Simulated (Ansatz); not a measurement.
## Ligand exchange: C4H9F + C2H10OSi2 → C4H10O + C2H9FSi2

Species: C4H9F (1-fluorobutane) `CCCCF`, singlet; C2H10OSi2 `C[SiH2]C[SiH2]O`, singlet; C4H10O (1-butanol) `CCCCO`, singlet; C2H9FSi2 `C[SiH2]C[SiH2]F`, singlet. The partners trade F for OH: C–F and Si–OH bonds give way to C–OH and Si–F.

Shapes, held fixed at every level: PBE0-D4/def2-TZVP. Flexible molecules stand in one conformer, not always the lowest. Programs: Ansatz 0.2.0. Electronic energies: no zero-point or thermal term.

(1) Estimate ΔE of this reaction.

Results:

(1) The highest level, CCSD(T)/CBS estimate, gives ΔE = -44.5 kJ/mol; the levels span -45.2 to -41.2. The column of differences is taken from that level and isn't an error. No measured value is set beside it here. The CBS estimate extrapolates MP2 from def2-TZVPP and def2-QZVPP and adds CCSD(T) − MP2 in the triple-zeta set, cores frozen.

| level | kind | ΔE (kJ/mol) | less CCSD(T)/CBS estimate |
| --- | --- | --- | --- |
| r2SCAN-D4/def2-TZVPP | meta-GGA | -41.6 | +2.9 |
| B3LYP-D4/def2-TZVPP | global hybrid | -41.2 | +3.3 |
| wB97M-V/def2-TZVPP | range-separated hybrid | -41.6 | +2.9 |
| MP2/def2-TZVPP | perturbation theory | -45.2 | -0.7 |
| CCSD(T)/def2-TZVPP | coupled cluster or CI | -43.3 | +1.2 |
| CCSD/def2-TZVPP | coupled cluster or CI | -43.7 | +0.8 |
| CCSD(T)/CBS estimate | coupled cluster or CI | -44.5 | 0.0 |

The exchange is clearly downhill at every level, with -44.5 kJ/mol as the best estimate: fluorine prefers silicon and hydroxyl is left to carbon. Both elements bind fluorine more strongly than hydroxyl, but the gain is larger at silicon. The likely main reason is silicon's lower electronegativity, which gives Si–F a large ionic contribution that C–F cannot match. Si–OH is also strong and polar, so the reaction energy reflects only the difference between two preferences, not the full strength of the Si–F bond.

The narrow spread fits a reaction that breaks and forms single bonds of similar kind, so that much of the correlation error cancels. Perturbative triples shift the coupled-cluster value only from -43.7 to -43.3 kJ/mol, less than the subsequent basis-set extrapolation does. All three density functionals give a somewhat weaker driving force than the wavefunction methods, but none alters the preference. The exothermicity does not imply easy exchange, since breaking the C–F bond may still face a high barrier.
